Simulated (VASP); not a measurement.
Wanted: the native input for a VASP 6.6.1 run.

- Task: relaxation of cell and atoms
- Functional: LDA
- Potentials or basis: VASP PAW LDA potentials, release 64 (Zr_sv, S)
- Cutoff: 300 eV
- k mesh: 4 × 4 × 2
- Occupations: gaussian, width 0.02 eV
- Spin: no spin polarisation
- Further INCAR settings: ALGO = Normal; EDIFF = 1e-06; IBRION = 2; EDIFFG = -0.01; NSW = 40; ISIF = 3

The structure of ZrS2 lies in POSCAR:

```
ZrS2
1.0
    3.6913825500      0.0000000000      0.0000000000
   -1.8456912700      3.1968310600      0.0000000000
    0.0000000000      0.0000000000      6.0410770100
Zr S
1 2
Direct
    0.0000000000      0.0000000000      0.0000000000
    0.6666666700      0.3333333300      0.7620900300
    0.3333333300      0.6666666700      0.2379099700
```

The cell is a database's computed one.

These files were run (other wordings do the same):

INCAR

```
PREC     = Accurate       # precision mode
ENCUT    = 300            # plane-wave cutoff, eV
EDIFF    = 1E-6           # SCF threshold, eV
ISMEAR   = 0              # smearing method
SIGMA    = 0.02           # smearing width, eV
LREAL    = F              # projectors in reciprocal space
LASPH    = T              # aspherical terms in the spheres
NELM     = 80             # most SCF steps
ALGO     = Normal         # electronic algorithm
ISIF     = 3              # what is computed and relaxed
LWAVE    = F              # write WAVECAR
LCHARG   = F              # write CHGCAR
GGA      = CA             # functional
IBRION   = 2              # ionic algorithm
NSW      = 40             # ionic steps
EDIFFG   = -0.01          # ionic threshold
```

KPOINTS

```
Automatic mesh
0
Gamma
  4 4 2
```

Potentials or basis: VASP PAW LDA potentials, release 64 (Zr_sv, S).

Run with:

```bash
$ cat potpaw_LDA.64/Zr_sv/POTCAR potpaw_LDA.64/S/POTCAR > POTCAR
$ mpirun -np 1 vasp_std > vasp.out
```

It gave:

* Relaxed volume: 21.17 Å³/atom
* Relaxed cell: a = 3.612 Å, b = 3.612 Å, c = 5.619 Å, α = 90.00°, β = 90.00°, γ = 120.00°
* Space group after relaxing (to 0.05 Å): P-3m1 (No. 164)
* Energy gained by relaxing: 27.9 meV/atom
* Ionic steps: 15
* Pressure after relaxing: 0.0 GPa
* Largest force after relaxing: 0.003 eV/Å
* Band gap on the k mesh: 0.44 eV, indirect (least direct gap 1.19 eV)

Caveat: the k mesh is coarse (spacing up to 0.52 Å⁻¹), so the values aren't converged; the cutoff is under 1.25 times the usual one of these potentials, so pressure, stress and relaxed cells hold a basis-set (Pulay) error.

Run time: 18 s on 1 thread of Intel(R) Xeon(R) 6975P-C (Granite Rapids), on a shared host, peak memory 0.13 GiB.
